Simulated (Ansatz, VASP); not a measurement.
One calculation of SiC, two programs

INCAR

```
SYSTEM = SiC
ALGO = Normal
EDIFF = 1E-6
ENCUT = 520
GGA = PE
ISIF = 2
ISMEAR = 0
LASPH = .TRUE.
LCHARG = .FALSE.
LREAL = .FALSE.
LWAVE = .FALSE.
NBANDS = 11
NELM = 80
PREC = Accurate
SIGMA = 0.05
```

KPOINTS

```
k-points
0
G
  12 12 12
  0 0 0
```

The input POSCAR:

```
SiC
1.0
    0.0000000000      2.0615388414      2.0615388414
    2.0615388414      0.0000000000      2.0615388414
    2.1762978369      2.1762978369     -0.1147589955
Si C
1 1
Direct
    0.0000000000      0.0000000000      0.0000000000
    0.7500000000      0.7500000000      0.7500000000
```

Input for Ansatz:

```yaml
crystal:
  lattice:
    - [0.0, 2.0615388414, 2.0615388414]
    - [2.0615388414, 0.0, 2.0615388414]
    - [2.1762978369, 2.1762978369, -0.1147589955]
  atoms:
    - { symbol: Si, position: [0.0, 0.0, 0.0] }
    - { symbol: C, position: [0.75, 0.75, 0.75] }
basis:
  ecutwfc: 520.0
kpoints:
  mp_grid: { grid: [12, 12, 12] }
hamiltonian:
  xc: pbe
scf:
  occupations: { method: gaussian, width: 0.05 }
output:
  forces: true
  stress: true
  eigenvalues: true
```

Alike in both runs: task single point; functional PBE; k mesh 12 × 12 × 12; occupations gaussian, width 0.05 eV; no spin polarisation.

|  | VASP | Ansatz |
| --- | --- | --- |
| version | VASP 6.6.1 | Ansatz 0.2.0 |
| potentials or method | VASP PAW PBE potentials, release 64 (Si, C) | scalar-relativistic, plane waves, PAW |
| plane-wave cutoff (eV) | 520 | 520 |
| valence electrons in the cell | 8 | 8 |

|  | VASP | Ansatz | Ansatz less VASP |
| --- | --- | --- | --- |
| gap on the k mesh at the Fermi level (eV) | 0.96 | 0.97 | +0.006 |
| least direct gap on the mesh (eV) | 4.06 | 4.07 | +0.009 |
| rms of the force components (eV/Å) | 0.521 | 0.523 | +0.0020 |

Atom by atom the forces differ by 0.002 eV/Å (rms over components). With one functional, cell and mesh, what is left measures potentials, basis and numerics.

 A k mesh can miss the band edges.
